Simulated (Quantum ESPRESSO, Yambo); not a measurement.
# Quasiparticle gap of InP (F-43m) in Yambo, part 2 of 2

Wanted: ground state, empty states, screening and self-energy for InP (F-43m).

Quantum ESPRESSO 7.5 and Yambo 5.3.0; PBE and many-body steps on it, plane waves. Known limits of the many-body steps: not at the basis limit; no spin-orbit coupling; coarse k mesh.

So far. Step 2 (Ground state): The gap is direct, at Γ. Step 3 (Bands along the symmetry lines): The gap is 0.686 eV, as in the run before at this level.

## Step 4: Empty states on the mesh, 4×4×4 mesh, 127 bands

Level of this step: DFT, PBE, plane waves, norm-conserving pseudopotentials (Quantum ESPRESSO).

The sums over transitions need many empty states on a uniform mesh; this step solves for them.

pw.in

```
&control
  calculation = 'nscf'
  prefix = 'x'
  outdir = 'o'
  pseudo_dir = 'pseudo'
/
&system
  ibrav = 0
  nat = 2
  ntyp = 2
  ecutwfc = 80.0
  nbnd = 127
  force_symmorphic = .true.
/
&electrons
  conv_thr = 1e-9
  electron_maxstep = 80
  diago_full_acc = .true.
  diago_thr_init = 5e-6
/
ATOMIC_SPECIES
  In 114.82 In.upf
  P 30.974 P.upf
CELL_PARAMETERS angstrom
  -0.0000000000 2.9343500000 2.9343500000
  2.9343500000 -0.0000000000 2.9343500000
  2.9343500000 2.9343500000 -0.0000000000
ATOMIC_POSITIONS crystal
  In 0.0000000000 0.0000000000 0.0000000000
  P 0.2500000000 0.2500000000 0.2500000000
K_POINTS automatic
  4 4 4 0 0 0
```

The run is started by

```
> OMP_NUM_THREADS=1 mpirun -n 4 pw.x -nk 4 -in pw.in > pw.out
```

The program printed:

```text
[banner, memory and clock lines left out]
Program PWSCF v.7.5 starts

     Atomic positions and unit cell read from directory:
     o/x.save/

     Message from routine setup:
     using ibrav=0 with symmetry is DISCOURAGED, use correct ibrav instead

     G-vector sticks info

     bravais-lattice index     =            0
     lattice parameter (alat)  =       7.8420  a.u.
     unit-cell volume          =     341.0062 (a.u.)^3
     number of atoms/cell      =            2
     number of atomic types    =            2
     number of electrons       =        26.00
     number of Kohn-Sham states=          127
     kinetic-energy cutoff     =      80.0000  Ry
     charge density cutoff     =     320.0000  Ry
     Exchange-correlation= PBE
                           (   1   4   3   4   0   0   0)

     celldm(1)=   7.841981  celldm(2)=   0.000000  celldm(3)=   0.000000
     celldm(4)=   0.000000  celldm(5)=   0.000000  celldm(6)=   0.000000

     crystal axes: (cart. coord. in units of alat)
               a(1) = (  -0.000000   0.707107   0.707107 )
               a(2) = (   0.707107  -0.000000   0.707107 )
               a(3) = (   0.707107   0.707107  -0.000000 )

     reciprocal axes: (cart. coord. in units 2 pi/alat)
               b(1) = ( -0.707107  0.707107  0.707107 )
               b(2) = (  0.707107 -0.707107  0.707107 )
               b(3) = (  0.707107  0.707107 -0.707107 )
     Pseudo is Norm-conserving + core correction, Zval = 21.0
     Generated using ONCVPSP code by D. R. Hamann
     Using radial grid of 1964 points,  6 beta functions with:
     Pseudo is Norm-conserving + core correction, Zval =  5.0
     Generated using ONCVPSP code by D. R. Hamann
     Using radial grid of 1298 points,  6 beta functions with:
     In               21.00   114.82000     In( 1.00)
     P                 5.00    30.97400     P ( 1.00)

     24 Sym. Ops. (no inversion) found

   Cartesian axes

     site n.     atom                  positions (alat units)
         1        In     tau(   1) = (   0.0000000   0.0000000   0.0000000  )
         2        P      tau(   2) = (   0.3535534   0.3535534   0.3535534  )

     number of k points=     8
                       cart. coord. in units 2pi/alat
        k(    1) = (   0.0000000   0.0000000   0.0000000), wk =   0.0312500
        k(    2) = (   0.1767767   0.1767767  -0.1767767), wk =   0.2500000
        k(    3) = (  -0.3535534  -0.3535534   0.3535534), wk =   0.1250000
[...]
k(    7) = (  -0.7071068   0.0000000   0.0000000), wk =   0.0937500
        k(    8) = (  -0.7071068   0.3535534   0.0000000), wk =   0.1875000

     Dense  grid:    33079 G-vectors     FFT dimensions: (  45,  45,  45)

     The potential is recalculated from file :
     o/x.save/charge-density

     Starting wfcs are   17 randomized atomic wfcs +  110 random wfcs

     Band Structure Calculation

     End of band structure calculation

          k = 0.0000 0.0000 0.0000 (  4111 PWs)   bands (ev):

  -106.7657 -65.2427 -65.2427 -65.2427  -5.9358  -5.9358  -5.9358  -5.7871
    -5.7871  -3.2311   8.2604   8.2604   8.2604   8.9469  12.3492  12.3492
    12.3492  16.8336  17.6674  17.6674  19.4792  19.4792  19.4792  22.1665
[...]
[... 4 further rows ...]
[...]
91.3125  94.2778  96.3383  96.3383  96.3383  99.6882  99.6883

          k = 0.1768 0.1768-0.1768 (  4122 PWs)   bands (ev):

[...]
[... 4 further rows ...]
[...]
95.7850  95.9510  96.2794  96.2794  97.2658  97.2658  97.2916

          k =-0.3536-0.3536 0.3536 (  4140 PWs)   bands (ev):

[...]
64.4159  66.7542  66.7542  66.8024  67.0517  67.0517  68.1622  68.8442
     [... 4 further rows ...]
    91.8718  91.8718  92.4602  92.4602  94.3707  94.5737  94.5737  94.8385
    95.3697  95.3697  96.8620  96.8620  97.7591  98.2623  98.9412

          k = 0.3536 0.0000 0.0000 (  4088 PWs)   bands (ev):

     [... further k-points ...]

     highest occupied, lowest unoccupied level (ev):     8.2604    8.9469

     XML data file, pseudopotentials, collected wavefunctions
```

Run time: 9.5 s. Hardware: 4 MPI ranks of Arm Neoverse V1, shared host; peak memory 0.38 GiB; 38 s of CPU time.

Numbers from this step:

| Item | Value |
| --- | --- |
| gap | 0.6864 eV |
| k of the valence top | 0, 0, 0 |
| k of the conduction bottom | 0, 0, 0 |
| least direct gap | 0.6864 eV |
| k points computed | 8 |
| lowest point of the top converged band, above the valence top | 89.0312 eV |

On this mesh the gap is 0.686 eV.

## Step 5: Conversion and set-up

This step: Yambo 5.3.0; conversion and set-up on PBE, plane waves, norm-conserving pseudopotentials.

The states are converted to the many-body program's format and the q mesh is built.

The run is started by

```
> (cd o/x.save; p2y > p2y.log; mv SAVE ../..); yambo > setup.log
```

The program printed:

```text
 Yambo, version 5.3.0

 [02] CORE Variables Setup
 =========================

  [02.01] Unit cells
  ==================

  Cell kind             :  FCC
  Atoms in the cell     :  In  P
  number of In atoms    :  1
  number of P  atoms    :  1

  List of atomic masses
  Mass of In    :  114.8200
  Mass of P     :  30.97400

  List of atomic coordinates    : [cc]
  In1       :  0.000000  0.000000  0.000000  order 1
  P1       :  2.772559  2.772559  2.772559  order 2

  Alat factors          :  5.545118  5.545118  5.545118 [a.u.]
  Direct lattice volume :  341.0062 [a.u.]
  Direct lattice vectors:  A[ 1 ]  A[ 2 ]  A[ 3 ]
   A[ 1 ]: -0.000000  1.000000  1.000000  [iru]
  -0.000000  5.545118  5.545118  [cc]
   A[ 2 ]:  1.000000 -0.000000  1.000000  [iru]
   5.545118 -0.000000  5.545118  [cc]
   A[ 3 ]:  1.000000  1.000000 -0.000000  [iru]
   5.545118  5.545118 -0.000000  [cc]

  Recip. lattice volume :  0.727407 [a.u.]
  Recip. lattice vectors:  B[ 1 ]  B[ 2 ]  B[ 3 ]
   B[ 1 ]: -0.500000  0.500000  0.500000  [iku]
  -0.566551  0.566551  0.566551  [cc]
   B[ 2 ]:  0.500000 -0.500000  0.500000  [iku]
   0.566551 -0.566551  0.566551  [cc]
   B[ 3 ]:  0.500000  0.500000 -0.500000  [iku]
   0.566551  0.566551 -0.566551  [cc]

  [02.02] Symmetries
  ==================

  Inversion symmetry    : yes
  Spatial inversion     : no
  Inversion index       :  25
  K-space Time-reversal : yes
  Magnetic symmetries   : no
  Time-reversal derived K-space symmetries:   25   48
  Group table correct   : yes
  Symmetries units      :  [cc]

   [S  1]:   1.0000     -0.16705E-16 -0.16705E-16 -0.16705E-16   1.0000      0.16705E-16  0.16705E-16  0.16705E-16   1.0000
   [S  2]:  -1.0000      0.16705E-16 -0.16705E-16  0.16705E-16  -1.0000      0.16705E-16 -0.16705E-16 -0.16705E-16   1.0000
   [S  3]:  -1.0000     -0.16705E-16  0.16705E-16  0.16705E-16   1.0000     -0.16705E-16 -0.16705E-16  0.16705E-16  -1.0000
[...]
[S  9]: -0.16705E-16   1.0000     -0.16705E-16  0.16705E-16 -0.16705E-16   1.0000       1.0000      0.16705E-16  0.16705E-16
   [S 10]: -0.16705E-16  -1.0000      0.16705E-16  0.16705E-16  0.16705E-16  -1.0000       1.0000     -0.16705E-16 -0.16705E-16
     [... 36 further rows ...]
   [S*47]:   1.0000     -0.16705E-16  0.16705E-16 -0.16705E-16  0.16705E-16  -1.0000      0.16705E-16   1.0000     -0.16705E-16
   [S*48]:   1.0000      0.16705E-16 -0.16705E-16 -0.16705E-16 -0.16705E-16   1.0000      0.16705E-16  -1.0000      0.16705E-16

  [02.03] Reciprocal space
  ========================

  nG shells         :   335
  nG charge         :   33079
  nG WFs            :   4987
  nC WFs            :   4140
  G-vecs. in first 33 shells:  [ Number ]
     1    9   15   27   51   59   65   89  113
    137   169   181   229   259   283   307   331   339
    387   411   459   531   537   561   609   645   701
    725   749   821   869   893   941
  ...
[...]
K/Q-points units:
  rlu = crystal or reduced units; cc = cartesian coordinates; iku = interal k-units

  K [1]          [rlu]:  0.000000  0.000000  0.000000
         WF components:   4111
  K [2]          [rlu]: -0.79125E-17  0.59653E-17  0.25000
         WF components:   4122
  K [3]          [rlu]:  0.15825E-16 -0.11931E-16 -0.50000
         WF components:   4140
  K [4]          [rlu]: -0.20327E-17  0.25000      0.25000
         WF components:   4088
  K [5]          [rlu]: -0.17896E-16  0.25000     -0.50000
         WF components:   4121
  [... 2 further k-points ...]
  K [8]          [rlu]:  0.250000 -0.500000 -0.250000
         WF components:   4128

  [02.05] Energies & Occupations
  ==============================

  [X] === General ===
  [X] Electronic Temperature                        :  0.000000  0.000000 [eV K]
  [X] Bosonic    Temperature                        :  0.000000  0.000000 [eV K]
  [X] Finite Temperature mode                       : no
  [X] El. density                                   :  0.51453E+24 [cm-3]
  [X] Fermi Level                                   :  8.260446 [eV]

  [X] === Gaps and Widths ===
  [X] Conduction Band Min                           :  0.686430 [eV]
  [X] Valence Band Max                              :  0.000000 [eV]
  [X] Filled Bands                                  :  13
  [X] Empty Bands                                   :   14  127
  [X] Direct Gap                                    :  0.686430 [eV]
  [X] Direct Gap localized at k                     :  1
  [X] Indirect Gap                                  :  0.686430 [eV]
  [X] Indirect Gap between kpts                     :  1  1
  [X] Last valence band width                       :  2.892736 [eV]
  [X] 1st conduction band width                     :  3.606218 [eV]

  E @ K [1]:  [eV]
  -115.0261  -73.5032  -73.5032  -73.5032  -14.1962  -14.1962  -14.1962  -14.0476
   -14.048      -11.492     -0.37105E-09 -0.27078E-09   0.0000      0.68643       4.0887       4.0887
    4.08873   8.57316   9.40696   9.40696  11.21876  11.21876  11.21876  13.90602
[...]
occ @ K [1]
[...]
E @ K [2]:  [eV]
[...]
occ @ K [2]
[...]
E @ K [3]:  [eV]
[...]
occ @ K [3]
[...]
E @ K [4]:  [eV]
[...]
occ @ K [4]
[...]
E @ K [5]:  [eV]
[...]
occ @ K [5]
[...]
[... 2 further k-points ...]
  E @ K [8]:  [eV]
[...]
occ @ K [8]
[...]
0.000000  0.000000  0.000000  0.000000  0.000000  0.000000  0.000000  0.000000
   0.000000  0.000000  0.000000  0.000000  0.000000  0.000000  0.000000  0.000000

 [03] Transferred momenta grid and indexing
 ==========================================

 IBZ Q-points                                      :   8
 BZ  Q-points                                      :   64

 K/Q-points units:
 rlu = crystal or reduced units; cc = cartesian coordinates; iku = interal k-units

 Q [1]          [rlu]:  0.000000  0.000000  0.000000
 Q [2]          [rlu]:  0.92257E-17  0.92257E-17  0.25000
 Q [3]          [rlu]: -0.18451E-16 -0.18451E-16 -0.50000
[...]
Q [7]          [rlu]:  0.40653E-17 -0.50000     -0.50000
 Q [8]          [rlu]:  0.250000 -0.500000 -0.250000

  [03.01] X indexes
  =================

   [03.01.01] Sigma indexes
   ========================

 [06] Game Over & Game summary
```

Elapsed: 2.8 s, on 1 MPI rank; peak memory 0.25 GiB.

## Step 6: Screening and self-energy, 4×4×4 mesh, 127 bands, screening to 163.3 eV

Now the one-shot GW correction: screening in the RPA, then the self-energy of the levels asked for.

This step: G0W0 on PBE, plane waves, norm-conserving pseudopotentials.

gw1.in

```
HF_and_locXC
gw0
dyson
ppa
em1d
rim_cut
RandQpts= 1000000
RandGvec= 1 RL
EXXRLvcs= 80 Ry
VXCRLvcs= 320 Ry
Chimod= "HARTREE"
% BndsRnXp
 1 | 127 |
%
NGsBlkXp= 12 Ry
% LongDrXp
 1 | 1 | 1 |
%
% GbndRnge
 1 | 127 |
%
DysSolver= "n"
ExtendOut
PPAPntXp= 27.21138 eV
% QPkrange
 1 | 1 | 12 | 15 |
%
```

The run is started by

```
> OMP_NUM_THREADS=1 mpirun -n 4 yambo -F gw1.in -J gw1 -C gw1 > gw1.log
```

The program printed:

```text
 Yambo, version 5.3.0

 [02] CORE Variables Setup
 =========================

  [... cell, symmetries and grids as in the set-up ...]

  [02.05] Energies & Occupations
  ==============================

  [X] === General ===
  [X] Electronic Temperature                        :  0.000000  0.000000 [eV K]
  [X] Bosonic    Temperature                        :  0.000000  0.000000 [eV K]
  [X] Finite Temperature mode                       : no
  [X] El. density                                   :  0.51453E+24 [cm-3]
  [X] Fermi Level                                   :  8.260446 [eV]

  [X] === Gaps and Widths ===
  [X] Conduction Band Min                           :  0.686430 [eV]
  [X] Valence Band Max                              :  0.000000 [eV]
  [X] Filled Bands                                  :  13
  [X] Empty Bands                                   :   14  127
  [X] Direct Gap                                    :  0.686430 [eV]
  [X] Direct Gap localized at k                     :  1
  [X] Indirect Gap                                  :  0.686430 [eV]
  [X] Indirect Gap between kpts                     :  1  1
  [X] Last valence band width                       :  2.892736 [eV]
  [X] 1st conduction band width                     :  3.606218 [eV]

 [03] Transferred momenta grid and indexing
 ==========================================

 IBZ Q-points                                      :   8
 BZ  Q-points                                      :   64

 K/Q-points units:
 rlu = crystal or reduced units; cc = cartesian coordinates; iku = interal k-units

 Q [1]          [rlu]:  0.000000  0.000000  0.000000
 Q [2]          [rlu]:  0.92257E-17  0.92257E-17  0.25000
 Q [3]          [rlu]: -0.18451E-16 -0.18451E-16 -0.50000
 Q [4]          [rlu]: -0.20327E-17  0.25000      0.25000
 Q [5]          [rlu]: -0.25051E-16  0.25000      0.50000
 Q [6]          [rlu]: -0.73963E-16  0.25000     -0.25000
 Q [7]          [rlu]:  0.40653E-17 -0.50000     -0.50000
 Q [8]          [rlu]:  0.250000 -0.500000 -0.250000

 [04] Coloumb potential Random Integration (RIM)
 ===============================================

  [04.01] RIM initialization
  ==========================

  * Diagonal components only detected *

  8 x (sBL volume)        :  0.090926 [a.u.]
  sBZ random points       :  1000000
  Points outside the sBZ  :   7996195
  RL volume               :  0.727407 [a.u.]
  Integrated volume       :  0.727753 [a.u.]

  [04.02] RIM integrals
  =====================

  Gamma point sphere radius             :  0.081567 [a.u.]
  Points outside the sphere             :   799659
  [Int_sBZ(q=0) 1/q^2]*(Vol_sBZ)^(-1/3) =:  7.764404
                                 should be <:  7.795600

  Summary of Coulomb integrals for non-metallic bands |Q|[au] RIM/Bare

  Q [1] 0.100000E-4 0.995998 * Q [2] 0.245324 1.064860
  Q [4] 0.283276 1.063169 * Q [6] 0.400612 1.026099
  Q [5] 0.469759 1.019144 * Q [3] 0.490648 1.017217
  Q [7] 0.566551 1.014132 * Q [8] 0.633423 1.011005

 [05] Dipoles
 ============

  [05.01] Setup: observables and procedures
  =========================================

 [06] Dynamic Dielectric Matrix (PPA)
 ====================================

 [WR./gw1//ndb.pp]---------------------------------------------------------------
  Brillouin Zone Q/K grids (IBZ/BZ)                :    8   64    8   64
  RL vectors                                       :   5029 [WF]
  Coulomb cutoff potential                         : none
  Electronic Temperature                           :  0.000000 [K]
  Bosonic    Temperature                           :  0.000000 [K]
  PPA    diel. fun.  energies                      : Perdew, Burke & Ernzerhof(X)+Perdew, Burke & Ernzerhof(C)
  wavefunctions                                    : Perdew, Burke & Ernzerhof(X)+Perdew, Burke & Ernzerhof(C)
  Global Gauge                                     : length
  X matrix size                                    :  283
  X band range                                     :    1  127
  X e/h energy range                               : -1.000000 -1.000000 [eV]
  X Time ordering                                  : R
  X Hxc Kernel                                     : HARTREE
  X Drude frequency                                :  0.000000  0.000000
  X poles                                          :  100.0000 [o/o]
  RL vectors in the sum                            :   5029
  [r,Vnl] included                                 : yes
  Field direction                                  :  0.577350E-5  0.577350E-5  0.577350E-5
  BZ energy Double Grid                            : no
  BZ energy DbGd points                            : 0
  BZ Q point size factor                           : -1.000000
  X Optical Averaged directions                    : none

 [07] Local Exchange-Correlation + Non-Local Fock
 ================================================

 [VXC] Plane waves :   33079
 [EXS] Plane waves :   4279

 QP @ state[ 1 ] K range:  1  1
 QP @ state[ 1 ] b range:  12  15

 [xc] Functional : Perdew, Burke & Ernzerhof(X)+Perdew, Burke & Ernzerhof(C)
 [xc] LIBXC used to calculate xc functional
  PP Number of Atomic Species                      :  2
  NLCC RL compoments                               :   33079
  PP Number of Atomic Species                      :  2
  NLCC RL compoments                               :   33079

 [xc] E_xc :  -18.18593 [Ha]
      E_xc :  -36.37185 [Ry]

  Local XC kind (lXC) : Perdew, Burke & Ernzerhof(X)+Perdew, Burke & Ernzerhof(C)
  Non-Local XC kind (nlXC) : Hartree-Fock

  Corrections @ K [1] :  [eV]
 <12|nlXC|12> = -14.69986 -0.14001E-17 <12|lXC|12> = -12.90482  0.16193E-22
 <13|nlXC|13> = -14.69983 -0.52051E-17 <13|lXC|13> = -12.90482  0.48531E-20
 <14|nlXC|14> = -7.810342  0.11775E-17 <14|lXC|14> = -11.73024 -0.60805E-20
 <15|nlXC|15> = -6.356840  0.36641E-17 <15|lXC|15> = -10.77631 -0.47227E-16

 [08] Dyson equation: Newton solver
 ==================================

  [08.01] G0W0 (W PPA)
  ====================

  [  GW  ] Bands range     :    1  127
  [GW/PPA] G damping       :  0.100000 [eV]

  QP @ state[ 1 ] K range:  1  1
  QP @ state[ 1 ] b range:  12  15

   Sc/G bands                                       :    1  127
   Sc/G damping                                     :  0.100000 ev
   Sc bands terminator                              : no
   Sx RL components                                 :   4279

   QP @ state[ 1 ] K range                          :  1  1
   QP @ state[ 1 ] b range                          :  12  15
   GF energies kind                                 : Perdew, Burke & Ernzerhof(X)+Perdew, Burke & Ernzerhof(C)
   GF WF`s kind                                     : Perdew, Burke & Ernzerhof(X)+Perdew, Burke & Ernzerhof(C)
   Xs energies kind                                 : Perdew, Burke & Ernzerhof(X)+Perdew, Burke & Ernzerhof(C)
   Xs WF`s kind                                     : Perdew, Burke & Ernzerhof(X)+Perdew, Burke & Ernzerhof(C)

 [11] Game Over & Game summary
```

The job ended after 1.7 min (4 MPI ranks; peak memory 1.6 GiB).

Numbers from this step:

| Quantity | Value |
| --- | --- |
| G0W0 gap on the points computed | 1.374 eV |
| starting gap on the mesh | 0.6864 eV |
| k of the valence top | 0, 0, 0 |
| k of the conduction bottom | 0, 0, 0 |
| least direct G0W0 gap on the computed points | 1.374 eV |
| Z at the valence top | 0.7805 |
| Z at the conduction bottom | 0.7941 |

The gap on the mesh goes from 0.69 eV to 1.37 eV, a correction of +0.69 eV.

Limits: finite bands, cutoff and mesh; no spin-orbit coupling; coarse k mesh. v1 is the top filled band, c1 the lowest empty one. The levels before and after the correction (eV, zero at the valence-band top of each column):

|  | conduction bottom | valence top |
| --- | --- | --- |
| Kohn-Sham | 0.69 | 0.00 |
| G0W0 | 1.37 | 0.00 |

|  | level | energy (eV) |
| --- | --- | --- |
| Kohn-Sham | Γ v2-v1 | 0.000 |
| Kohn-Sham | Γ c1 | 0.686 |
| Kohn-Sham | Γ c2 | 4.089 |
| G0W0 | Γ v2-v1 | 0.000 |
| G0W0 | Γ c1 | 1.374 |
| G0W0 | Γ c2 | 4.869 |

## Step 7: Where the time went

Times are wall times on the hardware named with each run, good to a factor of about two.

| step | time | share | memory (GiB) |
| --- | --- | --- | --- |
| ground state | 6.3 s | 5 % | 0.27 |
| bands along the symmetry lines | 5.4 s | 4 % | 0.23 |
| empty states on the mesh | 9.5 s | 8 % | 0.38 |
| conversion and set-up | 2.8 s | 2 % | 0.25 |
| screening and self-energy | 1.7 min | 81 % | 1.6 |

## Step 8: Summary of results

* PBE gap: 0.69 eV, direct
* G0W0 gap on the mesh: 1.37 eV
* GW settings: 4×4×4 mesh, 127 bands, screening to 163.3 eV, Godby-Needs plasmon pole
* known limits: not at the basis limit; no spin-orbit coupling; coarse k mesh

**Reading.** G0W0 moves the gap on the mesh from 0.69 eV to 1.37 eV (+0.69 eV), with Z of 0.78 and 0.79 at the edges. Only 1 of the mesh's irreducible points was corrected, so a valley elsewhere could overtake. The dearest step here is «screening and self-energy». Bands and cutoff are finite, so the gap is not at the basis limit. The miss can reach some tenths of an eV and take either sign; the mesh is an error of its own. In the G0W0 run levels were corrected at 1 k point alone, so a gap called «on the mesh» is the least over those, and an edge elsewhere would be missed. The 4×4×4 mesh is coarse for this cell, which bears on the long-range parts of exchange and screening. The many-body steps are scalar-relativistic: spin-orbit coupling is not in them.

[Paths, hosts, dates, memory and timing lines, banners, echoed tables and standing remarks are left out of the program output.]

[Logs are printed without paths, hosts, clocks, repeated set-up lines and the standing remarks that a program may print on its own settings, such as how far it seeks lower states.]

[Runs of the session that timed out or met a known fault of the program may be left out.]

[Hosts, paths, dates, database ids (printed as entryN), source tags and the programs' standing remarks are cut or masked in the printed files.]
